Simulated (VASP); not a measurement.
Wanted: the native input for a VASP 6.6.1 run.

- Task: relaxation of the atoms
- Functional: r2SCAN
- Potentials or basis: VASP PAW PBE potentials, release 64 (Co, O)
- Cutoff: 520 eV
- k mesh: 7 × 7 × 7
- Occupations: gaussian, width 0.05 eV
- Spin: collinear spin, ferromagnetic start
- Starting moments: [2.0, 0.0] μB
- Further INCAR settings: ALGO = Normal; EDIFF = 1e-06; IBRION = 2; EDIFFG = -0.005; NSW = 60

The structure of CoO lies in POSCAR:

```
CoO
1.0
    2.5705263100      0.0000000000      0.0000000000
    0.0000000000      2.5705263100      0.0000000000
    0.0000000000      0.0000000000      2.5705263100
Co O
1 1
Direct
    0.0086030000     -0.0079600000     -0.0018710000
    0.5133460000      0.4939110000      0.4995950000
```

The cell comes from a database or a generator and needn't be the stable form of this composition.

The cell isn't the ideal one: atoms moved at random, drawn with an rms of 0.1 Å.

These files were run (other wordings do the same):

INCAR

```
SYSTEM = CoO
  ALGO = Normal
  EDIFF = 1E-6
  EDIFFG = -0.005
  ENCUT = 520
  IBRION = 2
  ISIF = 2
  ISMEAR = 0
  ISPIN = 2
  LASPH = .TRUE.
  LCHARG = .FALSE.
  LMAXMIX = 4
  LMIXTAU = .TRUE.
  LORBIT = 11
  LREAL = .FALSE.
  LWAVE = .FALSE.
  MAGMOM = 2 0
  METAGGA = R2SCAN
  NELM = 120
  NSW = 60
  PREC = Accurate
  SIGMA = 0.05
```

KPOINTS

```
k-points
0
G
  7 7 7
  0 0 0
```

Potentials or basis: VASP PAW PBE potentials, release 64 (Co, O).

Command:

```console
$ cat potpaw_PBE.64/Co/POTCAR potpaw_PBE.64/O/POTCAR > POTCAR
$ mpirun -np 1 vasp_std > vasp.out
```

Results of the run:

```json
{
 "Energy gained by relaxing": "0.1 meV/atom",
 "Ionic steps": "5",
 "Pressure after relaxing": "11.8 GPa",
 "Band gap on the k mesh": "0.85 eV, direct",
 "Net moment": "3.00 μB per cell",
 "Site moments": "Co +2.62; O +0.35 μB",
 "Valence electrons inside the program's atomic spheres": "Co 7.83; O 5.03"
}
```

Caveat: the PAW data sets were made with another functional, which shifts forces and pressure a little; an odd mesh through Γ misses points on the zone boundary, where band edges often lie; a cell with one magnetic atom can't hold antiferromagnetic order, which such compounds often take.

It took 9 min on 1 thread of Intel(R) Xeon(R) Platinum 8488C (Sapphire Rapids), with other jobs on the host, peak memory 0.18 GiB.
